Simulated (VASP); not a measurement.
The system is BN.

```
N B
1.0
     2.55394    0.00000    0.00000
    -1.27697    2.21178    0.00000
     0.00000    0.00000    4.22685
N B
2 2
Direct
  0.33333 0.66667 0.12528
  0.66667 0.33333 0.62528
  0.33333 0.66667 0.49972
  0.66667 0.33333 0.99972
```

Measurements of this composition are mostly on another form, of space group No. 194.

Base run:

* Program: VASP 6.6.1
* Functional: PBE
* Potentials or basis: VASP PAW PBE potentials, release 64 (N, B)
* Cutoff: 520 eV
* k mesh: 12 × 12 × 6
* Occupations: fermi-dirac, width 0.05 eV
* Spin: no spin polarisation

Its results: band gap on the k mesh 5.20 eV, indirect (least direct gap 8.23 eV); pressure 0.2 GPa; largest force 0.014 eV/Å.

Task: The run is repeated on the same cell with these changes: functional from PBE to PBEsol. What comes out?

Result: Band gap on the k mesh 4.97 eV, indirect (least direct gap 8.15 eV); pressure -5.4 GPa; largest force 0.010 eV/Å.

PBEsol binds more tightly than PBE, so the same cell stands under less pressure.

Caveats: the PAW data sets were made with another functional, which shifts forces and pressure a little (some runs).

A k mesh can miss the band edges.

Not every run made on this cell is shown here.
